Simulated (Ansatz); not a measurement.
**How much do the gradients of AlN depend on the method?**

Cell: an entry of the Crystallography Open Database (COD), whose atoms a relaxation with PBE at fixed cell left in place.

```xyz
4
Lattice="3.1100 0.0000 0.0000 -1.5550 2.6933 0.0000 0.0000 0.0000 4.9800" Properties=species:S:1:pos:R:3 pbc="T T T"
Al    1.5550    0.8978    0.0000
Al    0.0000    1.7956    2.4900
N     1.5550    0.8978    1.9024
N     0.0000    1.7956    4.3924
```

Sites (sets of like atoms) are named by element and the number of their first atom in this list.

First run. Level of theory: DFT, PBE, plane waves and PAW, scalar-relativistic, 420 eV cutoff, Γ-centred 11×11×6 k-points, Fermi–Dirac smearing 0.02 eV (Ansatz 0.2.0).

```json
{"site": "Al", "atom": "1", "V_zz (10²¹ V/m²)": "0.51", "η": "0.00"}
```

Second run. The same atoms and settings, except that the functional is PBEsol.

(1) Given the first result, estimate the second.

Results:

(1) 

| site | atom | V_zz | η | change of V_zz |
| --- | --- | --- | --- | --- |
| Al | 1 | 0.50 | 0.00 | -0.01 |

No V_zz moves by more than 0.01. Sites with |V_zz| of 0.02 or less aren't listed.
